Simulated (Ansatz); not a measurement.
# C: vibrations at Γ and dielectric response

Aim: the dielectric constants and Born charges of the published phase of C (Fd-3m), and its zone-centre vibrations.

Code: Ansatz 0.2.0. Linear response, PAW datasets, plane waves. Spin-unpolarised throughout; all numbers are computed.

## 1. The system as given

The cell was relaxed beforehand with PBEsol.

The symmetry is Fd-3m (No. 227, cubic); a = 3.554 Å in the conventional setting, 5.61 Å³ an atom. C has 4 C at 1.54 Å.

The structure in full:

Space group Fd-3m:1 (No. 227). a = 3.554 Å, b = 3.554 Å, c = 3.554 Å, α = 90.00°, β = 90.00°, γ = 90.00°
| atom | site | symmetry | x | y | z |
| --- | --- | --- | --- | --- | --- |
| C | 8b | -43m | 0.0000 | 0.0000 | 0.5000 |

## 2. Phonons at Γ with PBEsol

The input, input.yaml:

```yaml
crystal:
  lattice:
    - [0.0, 1.7769045572, 1.7769045572]
    - [1.7769045572, 0.0, 1.7769045572]
    - [1.7769045572, 1.7769045572, 0.0]
  atoms:
    - { symbol: C, position: [0.0, 0.0, 0.0] }
    - { symbol: C, position: [0.25, 0.25, 0.25] }
kpoints:
  mp_grid: { grid: [10, 10, 10] }
hamiltonian:
  xc: pbesol
scf:
  occupations: { method: fixed }
phonons:
  method: dfpt
  dielectric: true
  qpoints: [[0, 0, 0]]
  rigid_motions: translations
```

The run is started by

```sh
$ ansatz run input.yaml --threads 1 --pin off --max-ram 2304MiB --backend cpu --events-out ev --progress --plain --runs-dir out
```

## 3. Dielectric tensor and Born charges, r2SCAN

The input, input.yaml:

```yaml
crystal:
  lattice:
    - [0.0, 1.7801243542, 1.7801243542]
    - [1.7801243542, 0.0, 1.7801243542]
    - [1.7801243542, 1.7801243542, 0.0]
  atoms:
    - { symbol: C, position: [0.0, 0.0, 0.0] }
    - { symbol: C, position: [0.25, 0.25, 0.25] }
kpoints:
  mp_grid: { grid: [10, 10, 10] }
hamiltonian:
  xc: r2scan
scf:
  occupations: { method: fixed }
dielectric: {}
```

## 4. Field response with PBE

input.yaml, as its differences from that of step 3:

```diff
@@ -11,3 +11,3 @@
 hamiltonian:
-  xc: r2scan
+  xc: pbe
 scf:
```

**Question.** What will these runs give? Wanted: ε∞, PBEsol at the PBEsol cell; ε∞, r2SCAN at the r2SCAN cell; ε∞, PBE at the r2SCAN cell; Born charges; optical modes; highest mode with the LO–TO term; static dielectric constant.

**Answer**, as computed:

```
                                quantity      value
           ε∞, PBEsol at the PBEsol cell       5.87
           ε∞, r2SCAN at the r2SCAN cell       5.78
              ε∞, PBE at the r2SCAN cell       5.84
Born charges (mean of the diagonal), PBE  C +0.00 e
                           optical modes  1306 cm⁻¹
        highest mode with the LO–TO term  1306 cm⁻¹
              static dielectric constant        5.9
```

In words: A mean ε∞ of 5.8 (PBE) means a refractive index near 2.42 below the gap. PBE screens more (5.84 for PBE, 5.78 for r2SCAN), in step with its smaller gap on the mesh (4.19 and 4.41 eV). The ions raise the dielectric constant stays at 5.9, which is little: the crystal is hardly polar. No mode at Γ is imaginary; other wave vectors weren't computed.

These are semilocal Kohn-Sham gaps, which aren't the measured quantity. Such gaps usually fall short of the measured ones.
